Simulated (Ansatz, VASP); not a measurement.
**ZnSe in VASP and in Ansatz**

```
Zn Se
1.0
     0.00000    2.86588    2.86588
     2.86588    0.00000    2.86588
     2.86588    2.86588    0.00000
Zn Se
1 1
Cartesian
  0.0000 0.0000 0.0000
  1.4329 1.4329 1.4329
```

Alike in both runs: functional PBE; k mesh 8 × 8 × 8; occupations gaussian, width 0.02 eV; no spin polarisation.

Ansatz relaxed the structure, and its values are those at the end. VASP's run is a single point on that final structure, the one shown.

|  | VASP | Ansatz |
| --- | --- | --- |
| version | VASP 6.6.1 | Ansatz 0.2.0 |
| potentials or method | VASP PAW PBE potentials, release 64 (Zn, Se) | scalar-relativistic, plane waves, PAW |
| plane-wave cutoff (eV) | 520 | 420 |
| valence electrons in the cell | 18 | 28 |

VASP gave:

| Item | Value |
| --- | --- |
| gap on the k mesh at the Fermi level (eV) | 1.16 |
| least direct gap on the mesh (eV) | 1.16 |
| pressure (GPa) | 0.2 |

Q: Which values does Ansatz return?

A: gap on the k mesh at the Fermi level (eV): 1.15; least direct gap on the mesh (eV): 1.15; pressure (GPa): 0.0.

The two sets of potentials don't hold the same shells in valence.

Expect the measured gap to be larger: semilocal functionals such as PBE lack the derivative discontinuity.
